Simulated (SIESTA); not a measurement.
# GaN (P6_3mc) in SIESTA: further runs, part 2 of 3

SIESTA 5.4.2. Earlier steps stand in the parts before.

### 3 Optical spectrum, PBE

Contents of GaN.fdf:

```
SystemName                      GaN
SystemLabel                     GaN
NumberOfSpecies                 2
NumberOfAtoms                   4
%block ChemicalSpeciesLabel
  1  31 Ga
  2   7 N
%endblock ChemicalSpeciesLabel

LatticeConstant                 1.0 Ang
%block LatticeVectors
     3.1800000000     0.0000000000     0.0000000000
    -1.5900000000     2.7539607840     0.0000000000
     0.0000000000     0.0000000000     5.1660000000
%endblock LatticeVectors
AtomicCoordinatesFormat         Fractional
%block AtomicCoordinatesAndAtomicSpecies
     0.6666666667     0.3333333333     0.5000000000  1  Ga
     0.3333333333     0.6666666667     0.0000000000  1  Ga
     0.6666666667     0.3333333333     0.8750000000  2  N
     0.3333333333     0.6666666667     0.3750000000  2  N
%endblock AtomicCoordinatesAndAtomicSpecies

%block kgrid.MonkhorstPack
    8   0   0  0.0
    0   8   0  0.0
    0   0   4  0.0
%endblock kgrid.MonkhorstPack
XC.Functional                   GGA
XC.Authors                      PBE
PAO.BasisSize                   TZP
PAO.EnergyShift                 0.002 Ry
Mesh.Cutoff                     800 Ry
OccupationFunction              FD
ElectronicTemperature           0.05 eV
MaxSCFIterations                120
SCF.MustConverge                false
SCF.Mixer.Method                Pulay
SCF.Mixer.Weight                0.25
SCF.Mixer.History               8
SCF.DM.Tolerance                5.0e-05
SCF.H.Tolerance                 1.0e-03 eV
WriteForces                     true
Charge.Mulliken                 end
OpticalCalculation              true
Optical.Energy.Minimum          0.0 eV
Optical.Energy.Maximum          40 eV
Optical.Broaden                 0.3 eV
%block Optical.Mesh
  8 8 4
%endblock Optical.Mesh
Optical.OffsetMesh              true
Optical.PolarizationType        unpolarized
%block Optical.Vector
  0.0 0.0 1.0
%endblock Optical.Vector
%block PAO.Basis
  Ga 4
  n=4 0 3
    6.858 0.000 0.000
  n=4 1 3
    9.500 0.000 0.000
  n=3 2 1
    3.752
  n=4 2 1
    9.500
%endblock PAO.Basis
```

Potentials or basis: PseudoDojo 0.4 standard (PBE files), TZP (energy shift 0.002 Ry; radii capped at 9.5 bohr).

On the command line:

```sh
$ siesta < GaN.fdf > GaN.out 2>&1
```

GaN.out:

```text
Version         : 5.4.2

[... 6 lines left out ...]
 NOTE: Please see the manual for full details and compatibility measures.

reinit: Reading from standard input
reinit: Dumping input in INPUT_TMP.42122
************************** Dump of input data file ****************************
SystemName                      GaN
SystemLabel                     GaN
NumberOfSpecies                 2
NumberOfAtoms                   4
%block ChemicalSpeciesLabel
  1  31 Ga
  2   7 N
%endblock ChemicalSpeciesLabel
LatticeConstant                 1.0 Ang
%block LatticeVectors
     3.1800000000     0.0000000000     0.0000000000
    -1.5900000000     2.7539607840     0.0000000000
     0.0000000000     0.0000000000     5.1660000000
%endblock LatticeVectors
AtomicCoordinatesFormat         Fractional
%block AtomicCoordinatesAndAtomicSpecies
     0.6666666667     0.3333333333     0.5000000000  1  Ga
     0.3333333333     0.6666666667     0.0000000000  1  Ga
     0.6666666667     0.3333333333     0.8750000000  2  N
     0.3333333333     0.6666666667     0.3750000000  2  N
%endblock AtomicCoordinatesAndAtomicSpecies
%block kgrid.MonkhorstPack
    8   0   0  0.0
    0   8   0  0.0
    0   0   4  0.0
%endblock kgrid.MonkhorstPack
XC.Functional                   GGA
XC.Authors                      PBE
PAO.BasisSize                   TZP
PAO.EnergyShift                 0.002 Ry
Mesh.Cutoff                     800 Ry
OccupationFunction              FD
ElectronicTemperature           0.05 eV
MaxSCFIterations                120
SCF.MustConverge                false
SCF.Mixer.Method                Pulay
SCF.Mixer.Weight                0.25
SCF.Mixer.History               8
SCF.DM.Tolerance                5.0e-05
[... 706 lines left out ...]
siesta:           0.00072399          0.00068672  Ry/Bohr**3
siesta:           0.06647329          0.06305148  eV/Ang**3
siesta:         106.50194920        101.01960973  kBar

Basis Enthalpy Calculation:
    Basis Pressure for species 1(Ga) :      0.2000000 GPa
    Basis Pressure for species 2(N) :      0.2000000 GPa

    Orbital volume contribution        =           5.730223 eV
    (Free)E + p_basis*V_orbitals       =       -4721.446717 eV
    (Free)Eharris+ p_basis*V_orbitals  =       -4721.446717 eV

mulliken: Atomic and Orbital Populations:

Species: Ga
Atom  Qatom  Qorb
               4s      4s      4s      4py     4pz     4px     4py     4pz
               4px     4py     4pz     4px     3dxy    3dyz    3dz2    3dxz
               3dx2-y2 4dxy    4dyz    4dz2    4dxz    4dx2-y2
   1 12.473   1.480  -0.118  -0.158  -0.411  -0.520  -0.411   0.541   0.582
              0.541   0.328   0.363   0.328   1.993   1.993   1.994   1.993

              1.993  -0.010   0.010  -0.038   0.010  -0.010
   2 12.473   1.480  -0.118  -0.158  -0.411  -0.520  -0.411   0.541   0.582
              0.541   0.328   0.363   0.328   1.993   1.993   1.994   1.993

              1.993  -0.010   0.010  -0.038   0.010  -0.010

Species: N
Atom  Qatom  Qorb
               2s      2s      2s      2py     2pz     2px     2py     2pz
               2px     2py     2pz     2px     3Pdxy   3Pdyz   3Pdz2   3Pdxz
               3Pdx2-y2
   3  5.527   1.685  -0.419   0.464   0.414   0.547   0.414  -0.117  -0.175
             -0.117   0.938   0.907   0.938   0.010   0.009   0.011   0.009

              0.010
   4  5.527   1.685  -0.419   0.464   0.414   0.547   0.414  -0.117  -0.175
             -0.117   0.938   0.907   0.938   0.010   0.009   0.011   0.009

              0.010

mulliken: Qtot =       36.000

Mulliken Atomic Populations:
Atom #   charge [q] valence [e]  Species
     1     0.527042   12.472958  Ga
     2     0.527042   12.472958  Ga
     3    -0.527042    5.527042  N
     4    -0.527042    5.527042  N
 Total     0.000000

Optical: Performing optical calculation:

Optical: Polarization type       = unpolarized
Optical: Minimum of energy range =   0.0000 Ry
Optical: Maximum of energy range =   2.9399 Ry
Optical: Gaussian broadening     =   0.0220 Ry
Optical: Scissor operator        =   0.0000 Ry
Optical: Number of bands         =       78
Optical: Number of electrons     =       36
Optical: BZ mesh dimensions      =    8   8   4

Optical: Vectors defining the plane that contains the Efield:
Optical:      1.00000     0.00000     0.00000
Optical:      0.00000    -1.00000     0.00000

Optical: Checking f-sum rule  0.420105
Optical: For insulators and closed shell systems
Optical: this number should be close to 1 if an enough
Optical: number of unoccupied bands have been included

Job completed
```

Wall time 5 min (1 thread of Arm Neoverse V1, shared host); peak memory 0.69 GiB.

What came out:

| Quantity | Value |
| --- | --- |
| Free energy | -4727.1769 eV |
| Pressure | 10.7 GPa |
| Largest force | 0.120 eV/Å |
| Band gap on the k mesh | 1.98 eV, direct |

Forces in eV/Å, atoms in the order of the input:
```
Ga   0.000  0.000 -0.120
Ga   0.000  0.000 -0.120
N    0.000  0.000  0.120
N    0.000  0.000  0.120
```

Dielectric function (mean over the directions given):
```tsv
energy (eV)	real part	imaginary part
0.36	5.57	0.00
1.32	5.79	0.00
2.40	7.17	0.39
3.36	5.67	1.22
4.44	6.69	1.80
5.40	9.45	3.03
6.48	4.94	5.77
7.56	4.63	6.60
8.52	1.67	7.27
9.60	0.21	5.93
10.56	1.61	4.56
11.64	-1.54	6.42
12.60	-2.69	3.36
13.68	-2.17	1.90
14.76	-1.31	1.35
15.72	-0.93	1.02
16.80	-0.49	0.63
17.76	0.01	0.73
18.84	-0.16	0.69
19.92	0.02	0.55
```

Caveat: the basis holds too few empty states to meet the f-sum rule, so the spectrum is short of weight at high energy; semicore shells carry a single zeta, which can move pressures by several GPa and volumes by a few percent; spectra need much finer meshes, so this one isn't converged; independent-particle spectra lack excitons; the basis of atomic orbitals isn't converged, which shifts pressures, moduli and gaps.

### 4 Optical spectrum, LDA

GaN.fdf, as its differences from that of step 3:

```diff
@@ -28,5 +28,5 @@
 %endblock kgrid.MonkhorstPack
-XC.Functional                   GGA
-XC.Authors                      PBE
-PAO.BasisSize                   TZP
+XC.Functional                   LDA
+XC.Authors                      PW92
+PAO.BasisSize                   DZP
 PAO.EnergyShift                 0.002 Ry
@@ -47,3 +47,3 @@
 Optical.Energy.Maximum          40 eV
-Optical.Broaden                 0.3 eV
+Optical.Broaden                 0.2 eV
 %block Optical.Mesh
@@ -58,6 +58,6 @@
   Ga 4
-  n=4 0 3
-    6.858 0.000 0.000
-  n=4 1 3
-    9.500 0.000 0.000
+  n=4 0 2
+    6.817 0.000
+  n=4 1 2
+    9.500 0.000
   n=3 2 1
```

Potentials or basis: PseudoDojo 0.4 standard (LDA files), DZP (energy shift 0.002 Ry; radii capped at 9.5 bohr).

On the command line:

```sh
$ siesta GaN.fdf > GaN.out 2>&1
```

GaN.out:

```text
Version         : 5.4.2

[... 6 lines left out ...]
 NOTE: Please see the manual for full details and compatibility measures.

reinit: Reading from file GaN.fdf

reinit: -----------------------------------------------------------------------
reinit: System Name: GaN
reinit: -----------------------------------------------------------------------
reinit: System Label: GaN
reinit: -----------------------------------------------------------------------

initatom: Reading input for the pseudopotentials and atomic orbitals ----------
Species number:   1 Atomic number:   31 Label: Ga
Species number:   2 Atomic number:    7 Label: N

Ground state valence configuration (from tables):   4s02  4p01  4d00  4f00
Ground state valence configuration (from tables):   2s02  2p03  3d00  4f00

---- Processing specs for species: Ga
Reading pseudopotential information in PSML from:
  Ga.psml
PSML file version: 1.1
Using libxc ids:    1  12
LDA--PW92 XC_LDA_X--XC_LDA_C_PW pw
Semicore shell(s) with 10 electrons included in the valence for Ga

---- Processing specs for species: N
Reading pseudopotential information in PSML from:
  N.psml
[... 641 lines left out ...]

             -0.004  -0.037
   2 12.118   1.336  -0.147  -0.226  -0.365  -0.226   0.621   0.703   0.621
              1.993   1.994   1.993   1.994   1.993  -0.037  -0.004  -0.085

             -0.004  -0.037

Species: N
Atom  Qatom  Qorb
               2s      2s      2py     2pz     2px     2py     2pz     2px
               3Pdxy   3Pdyz   3Pdz2   3Pdxz   3Pdx2-y2
   3  5.882   2.060  -0.268   1.319   1.402   1.319   0.021  -0.036   0.021
              0.009   0.009   0.010   0.009   0.009
   4  5.882   2.060  -0.268   1.319   1.402   1.319   0.021  -0.036   0.021
              0.009   0.009   0.010   0.009   0.009

mulliken: Qtot =       36.000

Mulliken Atomic Populations:
Atom #   charge [q] valence [e]  Species
     1     0.882366   12.117634  Ga
     2     0.882365   12.117635  Ga
     3    -0.882366    5.882366  N
     4    -0.882366    5.882366  N
 Total     0.000000

Optical: Performing optical calculation:

Optical: Polarization type       = unpolarized
Optical: Minimum of energy range =   0.0000 Ry
Optical: Maximum of energy range =   2.9399 Ry
Optical: Gaussian broadening     =   0.0147 Ry
Optical: Scissor operator        =   0.0000 Ry
Optical: Number of bands         =       62
Optical: Number of electrons     =       36
Optical: BZ mesh dimensions      =    8   8   4

Optical: Vectors defining the plane that contains the Efield:
Optical:      1.00000     0.00000     0.00000
Optical:      0.00000    -1.00000     0.00000

Optical: Checking f-sum rule  0.417340
Optical: For insulators and closed shell systems
Optical: this number should be close to 1 if an enough
Optical: number of unoccupied bands have been included

Job completed
```

Wall time 3.2 min (1 thread of Arm Neoverse V1, shared host); peak memory 0.62 GiB.

What came out:

| Property | Result |
| --- | --- |
| Free energy | -4721.2188 eV |
| Pressure | -0.5 GPa |
| Largest force | 0.119 eV/Å |
| Band gap on the k mesh | 2.03 eV, direct |

Forces on the atoms (eV/Å):
```
Ga   0.000  0.000 -0.119
Ga   0.000  0.000 -0.119
N    0.000  0.000  0.118
N    0.000  0.000  0.118
```

Dielectric function (mean over the directions given):
```tsv
energy (eV)	real part	imaginary part
0.36	5.59	0.00
1.32	5.81	0.00
2.40	7.02	0.04
3.36	5.72	1.65
4.44	6.85	1.73
5.40	10.53	3.52
6.48	4.57	5.23
7.56	5.05	7.39
8.52	0.75	8.21
9.60	-0.12	6.10
10.56	2.01	4.81
11.64	-2.15	5.89
12.60	-2.45	3.22
13.68	-2.28	1.85
14.76	-1.39	1.26
15.72	-0.92	1.20
16.80	-0.42	0.81
17.76	0.04	0.53
18.84	-0.15	0.85
19.92	-0.11	0.53
```

Caveat: the basis holds too few empty states to meet the f-sum rule, so the spectrum is short of weight at high energy; semicore shells carry a single zeta, which can move pressures by several GPa and volumes by a few percent; spectra need much finer meshes, so this one isn't converged; independent-particle spectra lack excitons; the basis of atomic orbitals isn't converged, which shifts pressures, moduli and gaps.

### 5 Single point, PBE, 10.63 Å³/atom

GaN.fdf, as its differences from that of step 4:

```diff
@@ -11,5 +11,5 @@
 %block LatticeVectors
-     3.1800000000     0.0000000000     0.0000000000
-    -1.5900000000     2.7539607840     0.0000000000
-     0.0000000000     0.0000000000     5.1660000000
+     3.1150838257     0.0000000000     0.0000000000
+    -1.5575419129     2.6977417280     0.0000000000
+     0.0000000000     0.0000000000     5.0605418376
 %endblock LatticeVectors
@@ -24,8 +24,8 @@
 %block kgrid.MonkhorstPack
-    8   0   0  0.0
-    0   8   0  0.0
-    0   0   4  0.0
+   10   0   0  0.0
+    0  10   0  0.0
+    0   0   5  0.0
 %endblock kgrid.MonkhorstPack
-XC.Functional                   LDA
-XC.Authors                      PW92
+XC.Functional                   GGA
+XC.Authors                      PBE
 PAO.BasisSize                   DZP
@@ -44,14 +44,2 @@
 Charge.Mulliken                 end
-OpticalCalculation              true
-Optical.Energy.Minimum          0.0 eV
-Optical.Energy.Maximum          40 eV
-Optical.Broaden                 0.2 eV
-%block Optical.Mesh
-  8 8 4
-%endblock Optical.Mesh
-Optical.OffsetMesh              true
-Optical.PolarizationType        unpolarized
-%block Optical.Vector
-  0.0 0.0 1.0
-%endblock Optical.Vector
 %block PAO.Basis
@@ -59,3 +47,3 @@
   n=4 0 2
-    6.817 0.000
+    6.858 0.000
   n=4 1 2
```

Potentials or basis: PseudoDojo 0.5 standard (PBE files), DZP (energy shift 0.002 Ry; radii capped at 9.5 bohr).

On the command line:

```sh
$ siesta < GaN.fdf > GaN.out 2>&1
```

Wall time 3.5 min (1 thread of Arm Neoverse V1, shared host); peak memory 0.52 GiB.

It converged, with:

```yaml
Free_energy: -4726.6103 eV
Pressure: 26.6 GPa
Largest_force: 0.142 eV/Å
Band_gap_on_the_k_mesh: 2.43 eV, direct
```

Caveat: semicore shells carry a single zeta, which can move pressures by several GPa and volumes by a few percent; an odd mesh through Γ misses points on the zone boundary, where band edges often lie; the basis of atomic orbitals isn't converged, which shifts pressures, moduli and gaps.

### 6 Single point, PBE, 10.86 Å³/atom

GaN.fdf, as its differences from that of step 5:

```diff
@@ -11,5 +11,5 @@
 %block LatticeVectors
-     3.1150838257     0.0000000000     0.0000000000
-    -1.5575419129     2.6977417280     0.0000000000
-     0.0000000000     0.0000000000     5.0605418376
+     3.1370217585     0.0000000000     0.0000000000
+    -1.5685108793     2.7167405351     0.0000000000
+     0.0000000000     0.0000000000     5.0961806304
 %endblock LatticeVectors
```

Potentials or basis: PseudoDojo 0.5 standard (PBE files), DZP (energy shift 0.002 Ry; radii capped at 9.5 bohr).

On the command line:

```sh
$ siesta < GaN.fdf > GaN.out 2>&1
```

It took 3.4 min on 1 thread of Arm Neoverse V1, shared host; peak memory 0.52 GiB.

Results (log left out):

```
Free energy            : -4726.7450 eV
Pressure               : 21.1 GPa
Largest force          : 0.136 eV/Å
Band gap on the k mesh : 2.28 eV, direct
```

Caveat: semicore shells carry a single zeta, which can move pressures by several GPa and volumes by a few percent; an odd mesh through Γ misses points on the zone boundary, where band edges often lie; the basis of atomic orbitals isn't converged, which shifts pressures, moduli and gaps.

### 7 Single point, PBE, 11.08 Å³/atom

GaN.fdf, as its differences from that of step 6:

```diff
@@ -11,5 +11,5 @@
 %block LatticeVectors
-     3.1370217585     0.0000000000     0.0000000000
-    -1.5685108793     2.7167405351     0.0000000000
-     0.0000000000     0.0000000000     5.0961806304
+     3.1586570750     0.0000000000     0.0000000000
+    -1.5793285375     2.7354772688     0.0000000000
+     0.0000000000     0.0000000000     5.1313278144
 %endblock LatticeVectors
```

On the command line:

```sh
$ siesta < GaN.fdf > GaN.out 2>&1
```

Wall time 3.3 min (1 thread of Arm Neoverse V1, shared host); peak memory 0.51 GiB.

Results (log left out):

| Quantity | Value |
| --- | --- |
| Free energy | -4726.8490 eV |
| Pressure | 15.8 GPa |
| Largest force | 0.132 eV/Å |
| Band gap on the k mesh | 2.13 eV, direct |

Caveat: semicore shells carry a single zeta, which can move pressures by several GPa and volumes by a few percent; an odd mesh through Γ misses points on the zone boundary, where band edges often lie; the basis of atomic orbitals isn't converged, which shifts pressures, moduli and gaps.

### 8 Single point, PBE, 11.31 Å³/atom

GaN.fdf, as its differences from that of step 7:

```diff
@@ -11,5 +11,5 @@
 %block LatticeVectors
-     3.1586570750     0.0000000000     0.0000000000
-    -1.5793285375     2.7354772688     0.0000000000
-     0.0000000000     0.0000000000     5.1313278144
+     3.1800000000     0.0000000000     0.0000000000
+    -1.5900000000     2.7539607840     0.0000000000
+     0.0000000000     0.0000000000     5.1660000000
 %endblock LatticeVectors
```

On the command line:

```sh
$ siesta < GaN.fdf > GaN.out 2>&1
```

It took 3.6 min on 1 thread of Arm Neoverse V1, shared host; peak memory 0.5 GiB.

The run converged. Its results:

- Free energy: -4726.9250 eV
- Pressure: 11.3 GPa
- Largest force: 0.131 eV/Å
- Band gap on the k mesh: 1.99 eV, direct

Caveat: semicore shells carry a single zeta, which can move pressures by several GPa and volumes by a few percent; an odd mesh through Γ misses points on the zone boundary, where band edges often lie; the basis of atomic orbitals isn't converged, which shifts pressures, moduli and gaps.

### 9 Single point, PBE, 11.54 Å³/atom

GaN.fdf, as its differences from that of step 8:

```diff
@@ -11,5 +11,5 @@
 %block LatticeVectors
-     3.1800000000     0.0000000000     0.0000000000
-    -1.5900000000     2.7539607840     0.0000000000
-     0.0000000000     0.0000000000     5.1660000000
+     3.2010602164     0.0000000000     0.0000000000
+    -1.6005301082     2.7721994664     0.0000000000
+     0.0000000000     0.0000000000     5.2002129176
 %endblock LatticeVectors
```

Potentials or basis: PseudoDojo 0.5 standard (PBE files), DZP (energy shift 0.002 Ry; radii capped at 9.5 bohr).

On the command line:

```sh
$ siesta < GaN.fdf > GaN.out 2>&1
```

It took 3.3 min on 1 thread of Arm Neoverse V1, shared host; peak memory 0.49 GiB.

It converged, with:

| Item | Value |
| --- | --- |
| Free energy | -4726.9773 eV |
| Pressure | 7.2 GPa |
| Largest force | 0.126 eV/Å |
| Band gap on the k mesh | 1.85 eV, direct |

Caveat: semicore shells carry a single zeta, which can move pressures by several GPa and volumes by a few percent; an odd mesh through Γ misses points on the zone boundary, where band edges often lie; the basis of atomic orbitals isn't converged, which shifts pressures, moduli and gaps.

### 10 Single point, PBE, 11.76 Å³/atom

GaN.fdf, as its differences from that of step 9:

```diff
@@ -11,5 +11,5 @@
 %block LatticeVectors
-     3.2010602164     0.0000000000     0.0000000000
-    -1.6005301082     2.7721994664     0.0000000000
-     0.0000000000     0.0000000000     5.2002129176
+     3.2218469041     0.0000000000     0.0000000000
+    -1.6109234521     2.7902012661     0.0000000000
+     0.0000000000     0.0000000000     5.2339814801
 %endblock LatticeVectors
```

On the command line:

```sh
$ siesta GaN.fdf > GaN.out 2>&1
```

Run time: 3.2 min. Hardware: 1 thread of Arm Neoverse V1, shared host; peak memory 0.49 GiB.

Results (log left out):

| Item | Value |
| --- | --- |
| Free energy | -4727.0070 eV |
| Pressure | 3.4 GPa |
| Largest force | 0.125 eV/Å |
| Band gap on the k mesh | 1.71 eV, direct |

Caveat: semicore shells carry a single zeta, which can move pressures by several GPa and volumes by a few percent; an odd mesh through Γ misses points on the zone boundary, where band edges often lie; the basis of atomic orbitals isn't converged, which shifts pressures, moduli and gaps.

### 11 Single point, PBE, 11.99 Å³/atom

GaN.fdf, as its differences from that of step 10:

```diff
@@ -11,5 +11,5 @@
 %block LatticeVectors
-     3.2218469041     0.0000000000     0.0000000000
-    -1.6109234521     2.7902012661     0.0000000000
-     0.0000000000     0.0000000000     5.2339814801
+     3.2423687753     0.0000000000     0.0000000000
+    -1.6211843877     2.8079737278     0.0000000000
+     0.0000000000     0.0000000000     5.2673198406
 %endblock LatticeVectors
```

On the command line:

```sh
$ siesta < GaN.fdf > GaN.out 2>&1
```

It took 3.1 min on 1 thread of Arm Neoverse V1, shared host; peak memory 0.48 GiB.

Results (log left out):

```yaml
Free_energy: -4727.0164 eV
Pressure: 0.1 GPa
Largest_force: 0.125 eV/Å
Band_gap_on_the_k_mesh: 1.58 eV, direct
```

Caveat: semicore shells carry a single zeta, which can move pressures by several GPa and volumes by a few percent; an odd mesh through Γ misses points on the zone boundary, where band edges often lie; the basis of atomic orbitals isn't converged, which shifts pressures, moduli and gaps.

(Continued in part 3 of 3.)
